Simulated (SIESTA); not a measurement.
Crystal: CdSe (Cadmoselite).

```
CELL_PARAMETERS angstrom
4.30000 0.00000 0.00000
-2.15000 3.72391 0.00000
0.00000 0.00000 7.02000
ATOMIC_POSITIONS crystal
Cd 0.66667 0.33333 0.50000
Cd 0.33333 0.66667 0.00000
Se 0.66667 0.33333 0.88500
Se 0.33333 0.66667 0.38500
```

Base run:

- Program: SIESTA 5.4.2
- Functional: PBE
- Potentials or basis: PseudoDojo 0.4 standard (PBE files)
- Basis: DZP (energy shift 0.003 Ry; two zetas on semicore shells)
- Grid cutoff: 800 Ry
- Energy shift: 0.003 Ry
- k mesh: 7 × 7 × 4
- Occupations: fermi-dirac, width 0.05 eV
- Spin: no spin polarisation

Its results: band gap on the k mesh 0.92 eV, direct; pressure 3.2 GPa; largest force 0.321 eV/Å.

Question: The run is repeated on the same cell with these changes: functional from PBE to revPBE. What comes out?

Answer: Band gap on the k mesh 1.03 eV, direct; pressure 4.7 GPa; largest force 0.327 eV/Å.

revPBE binds less tightly than PBE, so the same cell stands under more pressure.

Caveats: the basis of atomic orbitals isn't converged, which shifts pressures, moduli and gaps; the potentials were made for another functional, which shifts forces and pressure (some runs).
